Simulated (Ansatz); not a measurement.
PbO2:

```
Pb O
1.0
     0.00000    2.70199    2.70199
     2.70199    0.00000    2.70199
     2.70199    2.70199    0.00000
Pb O
1 2
Direct
  0.00000 0.00000 0.00000
  0.75000 0.75000 0.75000
  0.25000 0.25000 0.25000
```

The cell comes from a database or a generator and needn't be the stable form of this composition.

Program: Ansatz 0.2.0. Alike in all runs: task band structure; potentials or basis Ansatz PAW; cell as given; cutoff (eV) 420; smearing fermi-dirac 0.05 eV.

Q: Order these runs on this cell by their pressure, lowest first.
A. level LDA; spin SOC, no magnetisation; k mesh 7 × 7 × 7
B. level PBEsol; spin off; k mesh 9 × 9 × 9
C. level RPBE; spin off; k mesh 9 × 9 × 9

A: A (-10.5 GPa), B (-5.7 GPa), C (4.3 GPa).

Caveats: the PAW data sets come from PBE, with cores solved anew for the run's functional, which leaves a small shift of forces and pressure.

Runs at the PBE level aren't shown here.
